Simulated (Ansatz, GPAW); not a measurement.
This is a calculation of MnS for GPAW 26.7.0 (ASE script). 

File run.py:

```python
from ase.dft.bandgap import bandgap
from ase.io import read, write
from ase.units import Bohr, GPa
from gpaw import GPAW, PW
from gpaw.elf import elf_from_dft_calculation

atoms = read('POSCAR')
atoms.set_initial_magnetic_moments([4.0, 0.0])

calc = GPAW(mode=PW(600),
            xc='PBE',
            kpts={'size': (9, 9, 9), 'gamma': True},
            occupations={'name': 'methfessel-paxton', 'order': 0, 'width': 0.027000000000000003},
            nbands=21,
            convergence={'density': 1e-05, 'energy': 1e-05},
            maxiter=150,
            txt='gpaw.txt')
atoms.calc = calc
energy = atoms.get_potential_energy()
forces = atoms.get_forces()
stress = atoms.get_stress()
calc.write('gs.gpw')
write('result.traj', atoms)
print(f'Energy: {energy:.6f} eV')
print('Forces (eV/A):')
print(forces.round(4))
print('Stress (GPa):', (stress / GPa).round(3))
print('Moments:', calc.get_magnetic_moments().round(3))
print('Fermi level:', round(calc.get_fermi_level(), 4), 'eV')
print(f'Gap: {bandgap(calc)[0]:.4f} eV, direct: {bandgap(calc, direct=True)[0]:.4f} eV')

# fields on the real-space grid
write('density.cube', atoms, data=calc.get_pseudo_density() * Bohr**3)
write('potential.cube', atoms, data=calc.get_electrostatic_potential())
write('spin.cube', atoms, data=(calc.get_pseudo_density(spin=0) - calc.get_pseudo_density(spin=1)) * Bohr**3)
write('elf.cube', atoms, data=elf_from_dft_calculation(calc).data)
```

The input POSCAR:

```
MnS
1.0
    0.0000000000      2.6045000000      2.6045000000
    2.6045000000      0.0000000000      2.6045000000
    2.6045000000      2.6045000000      0.0000000000
Mn S
1 1
Direct
    0.0000000000      0.0000000000      0.0000000000
    0.5000000000      0.5000000000      0.5000000000
```

Potentials or basis: GPAW PAW data sets (gpaw-data 1.2.1), pw.

Launch:

```sh
$ OMP_NUM_THREADS=1 python run.py
```

**Question.** Translate it to Ansatz 0.2.0. Potentials or basis there: all-electron LAPW, scalar-relativistic.

**Answer.** As run (cutoffs and basis follow the program's own potentials, and thresholds, step limits or extra output files can differ):

input.yaml

```yaml
crystal:
  lattice:
    - [0.0, 2.6045, 2.6045]
    - [2.6045, 0.0, 2.6045]
    - [2.6045, 2.6045, 0.0]
  atoms:
    - { symbol: Mn, position: [0.0, 0.0, 0.0], spin: 4.0 }
    - { symbol: S, position: [0.5, 0.5, 0.5] }
kpoints:
  mp_grid: { grid: [9, 9, 9] }
scf:
  occupations: { method: gaussian, width: 0.027 }
hamiltonian:
  xc: pbe
  pseudopotentials: { kind: all_electron, lapw: { basis_error: 0.001 } }
magnetization:
  spin_polarized: true
output:
  forces: true
  stress: true
  eigenvalues: true
```

Potentials or basis: all-electron LAPW, scalar-relativistic.

Launch:

```sh
$ ansatz run input.yaml --threads 2 --pin off --max-ram 6144MiB --backend cpu --events-out ev --progress --plain --runs-dir out
```

Both were run:

|  | GPAW | Ansatz |
| --- | --- | --- |
| Pressure | -2.9 GPa | -2.8 GPa |
| Net moment | 4.70 μB per cell | 4.72 μB per cell |

Where Ansatz's input types no cutoff or centring, it takes its own default and a Γ-centred mesh.

The magnetic state is the one that the start led to; the real crystal's order can differ.

Pressure is positive in compression.
